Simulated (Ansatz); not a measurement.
## Zn: experiment and calculation

**Measured values to compare with.**

A printed reference work (textbook) reports, for a bulk crystal of Zn: lattice constant a 2.66 Å; lattice constant c 4.95 Å.

How close the calculation comes is told at the end.

Method: Ansatz 0.2.0, DFT PBE, scalar-relativistic, plane waves, PAW.

Cutoff 420 eV; k points 24×24×12 on the computed 2-atom cell (Γ-centred); Gaussian smearing, width 0.10 eV; no spin polarisation.

Relaxed structure:

```cif
data_structure
_symmetry_space_group_name_H-M 'P 1'
_symmetry_Int_Tables_number 1
_cell_length_a 2.6444
_cell_length_b 2.6444
_cell_length_c 5.0323
_cell_angle_alpha 90.000
_cell_angle_beta 90.000
_cell_angle_gamma 120.000
_cell_volume 30.47
loop_
_atom_site_label
_atom_site_type_symbol
_atom_site_fract_x
_atom_site_fract_y
_atom_site_fract_z
_atom_site_occupancy
Zn1 Zn 0.33333 0.66667 0.25000 1
Zn2 Zn 0.66667 0.33333 0.75000 1
```

| Quantity | Value |
| --- | --- |
| Space group | P6_3/mmc (No. 194) |
| Volume per atom | 102.8 bohr³ |
| Energy over the standard state (uncorrected) | -0.001 eV/atom |
| Kohn–Sham band gap | none (metal) |
| Density of states at the Fermi level | 0.4 states/eV per cell |
| Bader charge by site (e) | Zn (2 in the cell) 0.00 |

A measured lattice constant a of Zn is 2.66 Å (a printed reference work (textbook)); the calculated 2.644 Å falls short of it by 0.6 %. Against the measured lattice constant c of Zn, 4.95 Å (a printed reference work (textbook)), the calculated 5.032 Å is off by +1.7 %. The calculation is for 0 K without zero-point motion.

The cell was relaxed from a distorted copy of a database structure.
